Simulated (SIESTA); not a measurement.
CdS (Greenockite):

```xyz
4
Lattice="4.1500 0.0000 0.0000 -2.0750 3.5940 0.0000 0.0000 0.0000 6.7370" Properties=species:S:1:pos:R:3 pbc="T T T"
Cd    2.0750    1.1980    3.3685
Cd    0.0000    2.3960    0.0000
S     2.0750    1.1980    5.8949
S     0.0000    2.3960    2.5264
```

Base run:

| Property | Result |
| --- | --- |
| Program | SIESTA 5.4.2 |
| Functional | PBE |
| Potentials or basis | PseudoDojo 0.5 standard (PBE files) |
| Basis | DZP (energy shift 0.002 Ry) |
| Grid cutoff | 800 Ry |
| Energy shift | 0.002 Ry |
| k mesh | 7 × 7 × 4 |
| Occupations | fermi-dirac, width 0.05 eV |
| Spin | no spin polarisation |

Its results: band gap on the k mesh 1.42 eV, direct; pressure 2.8 GPa; largest force 0.076 eV/Å.

The run is repeated on the same cell with these changes: functional from PBE to WC; potentials or basis from PseudoDojo 0.5 standard (PBE files) to PseudoDojo 0.4 standard (PBEsol files). What comes out?

Band gap on the k mesh 1.28 eV, direct; pressure -0.2 GPa; largest force 0.072 eV/Å.

Caveats: semicore shells carry a single zeta, which can move pressures by several GPa and volumes by a few percent; the basis of atomic orbitals isn't converged, which shifts pressures, moduli and gaps; the potentials were made for another functional, which shifts forces and pressure (some runs).
